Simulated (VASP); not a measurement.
# PbSe (Immm) in VASP: a series of runs, part 2 of 3

VASP 6.6.1.

### 3 Single point, PBE+D3(BJ) (engineering shear strain xy -0.0550, equal normal strain along x and y +0.1100)

File INCAR:

```
SYSTEM = PbSe
ALGO = Fast
EDIFF = 1E-6
ENCUT = 520
GGA = PE
ISIF = 2
ISMEAR = 0
IVDW = 12
LASPH = .TRUE.
LCHARG = .FALSE.
LREAL = .FALSE.
LWAVE = .FALSE.
NBANDS = 17
NELM = 60
PREC = Accurate
SIGMA = 0.03
```

File KPOINTS:

```
k-points
0
G
  10 10 10
  0 0 0
```

File POSCAR:

```
PbSe
1.0
   -0.0843449018      3.4044669445      3.0670873374
    3.4044669445     -0.0843449018      3.0670873374
    3.3201220427      3.3201220427      0.0000000000
Pb Se
1 1
Direct
    0.0000000000      0.0000000000      0.0000000000
    0.5000000000      0.5000000000      0.5000000000
```

Potentials or basis: VASP PAW PBE potentials, release 64 (Pb_d, Se).

Launch:

```bash
> cat potpaw_PBE.64/Pb_d/POTCAR potpaw_PBE.64/Se/POTCAR > POTCAR
> mpirun -np 1 vasp_std > vasp.out
```

OUTCAR:

```text
SYSTEM = PbSe
   EDIFF = 1E-6
   ENCUT = 520
   GGA = PE
   ISIF = 2
   ISMEAR = 0
   IVDW = 12
   LASPH = .TRUE.
   LREAL = .FALSE.
   NELM = 60
   PREC = Accurate
 IVDW          = 12

 ion  position               nearest neighbor table
   1  0.000  0.000  0.000-   2 3.07   2 3.07   2 3.41   2 3.41   2 3.41   2 3.41
   2  0.500  0.500  0.500-   1 3.07   1 3.07   1 3.41   1 3.41   1 3.41   1 3.41

  LATTYP: Found a body centered orthorhombic cell.
 ALAT       =     4.6953616215
 B/A-ratio  =     1.0508083141
 C/A-ratio  =     1.3064328521

  Lattice vectors:

 A1 = (   0.0843449018,  -3.4044669445,  -3.0670873374)
 A2 = (  -0.0843449018,   3.4044669445,  -3.0670873374)
 A3 = (   3.4044669445,  -0.0843449018,   3.0670873374)

Analysis of symmetry for initial positions (statically):
=====================================================================
 Subroutine PRICEL returns:
 Original cell was already a primitive cell.

 Routine SETGRP: Setting up the symmetry group for a
 body centered orthorhombic supercell.

 Subroutine GETGRP returns: Found  8 space group operations
 (whereof  8 operations were pure point group operations)
 out of a pool of  8 trial point group operations.

The static configuration has the point symmetry D_2h.

Analysis of symmetry for dynamics (positions and initial velocities):
=====================================================================
 Subroutine PRICEL returns:
 Original cell was already a primitive cell.

 Routine SETGRP: Setting up the symmetry group for a
 body centered orthorhombic supercell.

 Subroutine GETGRP returns: Found  8 space group operations
 (whereof  8 operations were pure point group operations)
 out of a pool of  8 trial point group operations.

The dynamic configuration has the point symmetry D_2h.

 Subroutine INISYM returns: Found  8 space group operations
 (whereof  8 operations are pure point group operations),
 and found     1 'primitive' translations

----------------------------------------------------------------------------------------

                                     Primitive cell

  volume of cell :      71.0539

  direct lattice vectors                    reciprocal lattice vectors
    -0.084344902  3.404466945  3.067087337    -0.143315267  0.143315267  0.163021116
     3.404466945 -0.084344902  3.067087337     0.143315267 -0.143315267  0.163021116
     3.320122043  3.320122043  0.000000000     0.150596874  0.150596874 -0.163021116

  length of vectors
     4.583070365  4.583070365  4.695361622     0.260104624  0.260104624  0.268206489

  position of ions in fractional coordinates (direct lattice)
     0.000000000  0.000000000  0.000000000
     0.500000000  0.500000000  0.500000000

  ion indices of the primitive-cell ions
   primitive index   ion index
                 1           1
                 2           2

----------------------------------------------------------------------------------------

 KPOINTS: k-points

Automatic generation of k-mesh.
 Grid dimensions read from file:
 generate k-points for:   10   10   10

 Generating k-lattice:

  Cartesian coordinates                     Fractional coordinates (reciprocal lattice)
    -0.014331527  0.014331527  0.016302112     0.100000000  0.000000000  0.000000000
     0.014331527 -0.014331527  0.016302112     0.000000000  0.100000000  0.000000000
     0.015059687  0.015059687 -0.016302112    -0.000000000 -0.000000000  0.100000000

  Length of vectors
     0.026010462  0.026010462  0.026820649

  Shift w.r.t. Gamma in fractional coordinates (k-lattice)
     0.000000000  0.000000000  0.000000000

 Subroutine IBZKPT returns following result:
 ===========================================

 Found    171 irreducible k-points:

 Following reciprocal coordinates:
            Coordinates               Weight
  0.000000  0.000000  0.000000      1.000000
  0.100000 -0.000000  0.000000      4.000000
  0.200000 -0.000000  0.000000      4.000000
  0.300000  0.000000  0.000000      4.000000
  0.400000 -0.000000  0.000000      4.000000
  0.500000  0.000000  0.000000      2.000000
[... 16 lines left out ...]
  0.300000  0.300000  0.000000      2.000000
  0.400000  0.300000  0.000000      4.000000
 [... further k-points ...]
   k-points           NKPTS =    171   k-points in BZ     NKDIM =    171   number of bands    NBANDS=     17
   number of dos      NEDOS =    301   number of ions     NIONS =      2
   total plane-waves  NPLWV =  46656
   dimension x,y,z NGX =    36 NGY =   36 NGZ =   36
   dimension x,y,z NGXF=    72 NGYF=   72 NGZF=   72
   ions per type =               1   1
   NGX,Y,Z   is equivalent  to a cutoff of  13.06, 13.06, 12.75 a.u.
   NGXF,Y,Z  is equivalent  to a cutoff of  26.12, 26.12, 25.49 a.u.
 SYSTEM =  PbSe
   PREC   = accura    normal or accurate (medium, high low for compatibility)
   ISTART =      0    job   : 0-new  1-cont  2-samecut
   ICHARG =      2    charge: 1-file 2-atom 10-const
   ISPIN  =      1    spin polarized calculation?
   LNONCOLLINEAR =      F non collinear calculations
   LSORBIT =      F    spin-orbit coupling
   LASPH  =      T    aspherical Exc in radial PAW
   ENCUT  =  520.0 eV  38.22 Ry    6.18 a.u.   8.52  8.52  8.73*2*pi/ulx,y,z
   NELM   =     60;   NELMIN=  2; NELMDL= -5     # of ELM steps
   EDIFF  = 0.1E-05   stopping-criterion for ELM
   LREAL  =      F    real-space projection
   EDIFFG = 0.1E-04   stopping-criterion for IOM
   NSW    =      0    number of steps for IOM
   IBRION =     -1    ionic relax: 0-MD 1-quasi-New 2-CG
   NFREE  =      0    steps in history (QN), initial steepest desc. (CG)
   ISIF   =      2    stress and relaxation
   ISYM   =      2    0-nonsym 1-usesym 2-fastsym
   POTIM  = 0.5000    time-step for ionic-motion
   TEBEG  =    0.0;   TEEND  =   0.0 temperature during run
   PSTRESS=    0.0 pullay stress
   NELECT =      20.0000    total number of electrons
   NUPDOWN=      -1.0000    fix difference up-down
   EMIN   =  10.00;   EMAX   =-10.00  energy-range for DOS
   EFERMI =   0.00;   METHOD = LEGACY
   ISMEAR =     0;   SIGMA  =   0.03  broadening in eV -4-tet -1-fermi 0-gaus
   EFERMI_NEDOS =   21; number of points for ismear=-14 and -15
   IALGO  =     68    algorithm
   IMIX   =      4    mixing-type and parameters
     AMIX     =   0.40;   BMIX     =  1.00
     AMIX_MAG =   1.60;   BMIX_MAG =  1.00
  volume/ion in A,a.u.               =      35.53       239.75
  Fermi-wavevector in a.u.,A,eV,Ry     =   1.072891  2.027470 15.661598  1.151095
  Thomas-Fermi vector in A             =   2.208674
   LORBIT       =      0    0 simple, 1 ext, 2 COOP (PROOUT), +10 PAW based schemes
   GGA     = PE    functional components
   LHFCALC =     F    Hartree Fock is set to
   AEXX    =    0.0000 exact exchange contribution
   IVDW    =    12    specifies the selected vdW correction
   LEPSILON=     F    determine dielectric tensor
   LRPA    =     F    only Hartree local field effects (RPA)
 non-spin polarized calculation
 RMM-DIIS sequential band-by-band and
 Gauss-broadening in eV      SIGMA  =   0.03
  energy-cutoff  :      520.00
  volume of cell :       71.05
 maximum number of plane-waves:      1937
 NGX is ok and might be reduce to    36
   NGX = 17   NGY = 17   NGZ = 17

 number of electron      20.0000001 magnetization

 Free energy of the ion-electron system (eV)
  ---------------------------------------------------
  ext. energy  EPLUGINS =         0.00000000
  ---------------------------------------------------
  free energy    TOTEN  =        -7.90045278 eV

  energy without entropy =       -7.90045278  energy(sigma->0) =       -7.90045278

 E-fermi :   3.0410     XC(G=0):  -8.5624

 val. band max:        2.8521638944   @ k =   0.5000   0.0000   0.0000
 cond. band min:       3.3110676097   @ k =  -0.0000  -0.0000   0.5000
 fundamental gap:      0.4589037152
 Fermi energy:         3.0410048723

 k-point     1 :       0.0000    0.0000    0.0000
  band No.  band energies     occupation
      1     -13.9615      2.00000
      2     -13.9541      2.00000
      3     -13.9109      2.00000
      4     -13.9038      2.00000
      5     -13.8857      2.00000
      6      -9.3721      2.00000
[... 9 lines left out ...]
     16       9.7308      0.00000
     17      10.0602      0.00000
[... 443 lines left out ...]
      1     -13.9680      2.00000
      2     -13.9452      2.00000
      3     -13.9147      2.00000
      4     -13.8949      2.00000
      5     -13.8859      2.00000
      6      -8.6250      2.00000
[... 9 lines left out ...]
     16      12.7632      0.00000
     17      14.2780      0.00000

 [... further k-points ...]

------------------------ aborting loop because EDIFF is reached ----------------------------------------

 Edisp (eV)   -0.64034

 E8    (eV) :    -0.3009

  FORCE on cell =-STRESS in cart. coord.  units (eV):
  Direction    XX          YY          ZZ          XY          YZ          ZX
  --------------------------------------------------------------------------------------
  -------------------------------------------------------------------------------------
  Total      -3.37240    -3.37240    -0.89778     0.31714    -0.00000    -0.00000
  in kB     -76.04336   -76.04336   -20.24385     7.15105    -0.00000    -0.00000
  external pressure =      -57.44 kB  Pullay stress =        0.00 kB

 VOLUME and BASIS-vectors are now :
 -----------------------------------------------------------------------------
  energy-cutoff  :      520.00
  volume of cell :       71.05
      direct lattice vectors                 reciprocal lattice vectors
    -0.084344902  3.404466945  3.067087337    -0.143315267  0.143315267  0.163021116
     3.404466945 -0.084344902  3.067087337     0.143315267 -0.143315267  0.163021116
     3.320122043  3.320122043  0.000000000     0.150596874  0.150596874 -0.163021116

 POSITION                                       TOTAL-FORCE (eV/Angst)
 -----------------------------------------------------------------------------------
      0.00000      0.00000      0.00000         0.000000      0.000000      0.000000
      3.32012      3.32012      3.06709        -0.000000     -0.000000     -0.000000
 -----------------------------------------------------------------------------------
    total drift:                                0.000000      0.000000      0.000000

  FREE ENERGIE OF THE ION-ELECTRON SYSTEM (eV)
  ---------------------------------------------------
  free  energy   TOTEN  =        -8.5407880243 eV

  energy  without entropy=       -8.5407880243  energy(sigma->0) =       -8.54078802
```

OSZICAR:

```text
N       E                     dE             d eps       ncg     rms          rms(c)
DAV:   1     0.157377196638E+03    0.15738E+03   -0.92340E+03  5822   0.113E+03
DAV:   2     0.421001213002E+01   -0.15317E+03   -0.14798E+03  6216   0.294E+02
DAV:   3    -0.807412556500E+01   -0.12284E+02   -0.12180E+02  7452   0.895E+01
DAV:   4    -0.838918728300E+01   -0.31506E+00   -0.31471E+00  7259   0.168E+01
DAV:   5    -0.839977265871E+01   -0.10585E-01   -0.10585E-01  8287   0.296E+00    0.283E+00
RMM:   6    -0.790340797081E+01    0.49636E+00   -0.51751E-01  6755   0.386E+00    0.135E+00
RMM:   7    -0.789909932601E+01    0.43086E-02   -0.14523E-01  8518   0.235E+00    0.827E-01
RMM:   8    -0.790312183897E+01   -0.40225E-02   -0.20779E-02  6671   0.142E+00    0.241E-01
RMM:   9    -0.790019916202E+01    0.29227E-02   -0.68945E-03  7667   0.768E-01    0.101E-01
RMM:  10    -0.790036490769E+01   -0.16575E-03   -0.20097E-03  9052   0.460E-01    0.377E-02
RMM:  11    -0.790045861804E+01   -0.93710E-04   -0.45892E-04  7643   0.154E-01    0.336E-02
RMM:  12    -0.790045159485E+01    0.70232E-05   -0.90276E-05  8531   0.832E-02    0.999E-03
RMM:  13    -0.790045283131E+01   -0.12365E-05   -0.19183E-05  7835   0.307E-02    0.108E-02
RMM:  14    -0.790045278042E+01    0.50885E-07   -0.37381E-06  5337   0.156E-02
   1 F= -.85407880E+01 E0= -.85407880E+01  d E =-.209615E-21
```

It took 3.9 min on 1 thread of Intel Xeon Platinum 8488C (Sapphire Rapids), shared host; peak memory 0.37 GiB.

Results:

| Quantity | Value |
| --- | --- |
| Free energy | -8.5408 eV |
| Pressure | -5.7 GPa |
| Band gap on the k mesh | 0.46 eV, indirect (least direct gap 0.49 eV) |
| Dispersion energy per atom | -0.320 eV |

Stress tensor (GPa, compression positive):
```
-7.60  0.72  0.00
 0.72 -7.60  0.00
 0.00  0.00 -2.02
```

Levels at points of the mesh, in eV from the valence-band top:
| k point | band 8 | band 9 | band 10 | band 11 | band 12 | band 13 |
| --- | --- | --- | --- | --- | --- | --- |
| (0.00, 0.00, 0.00) | -1.77 | -1.01 | -0.78 | 3.45 | 3.51 | 5.50 |
| (0.50, 0.00, 0.00) | -0.85 | -0.84 | 0.00 | 0.66 | 1.81 | 2.19 |
| (0.50, 0.50, 0.00) | -3.72 | -2.46 | -2.12 | 4.16 | 4.37 | 4.46 |
| (0.00, 0.00, 0.50) | -1.01 | -0.93 | -0.03 | 0.46 | 1.56 | 2.17 |
| (0.50, 0.00, 0.50) | -3.48 | -2.64 | -1.66 | 3.83 | 4.51 | 4.67 |

Caveat: spin-orbit coupling is left out, which as a rule narrows the gap of such compounds by several tenths of an eV. A k mesh can miss the band edges.

(Continued in part 3 of 3.)
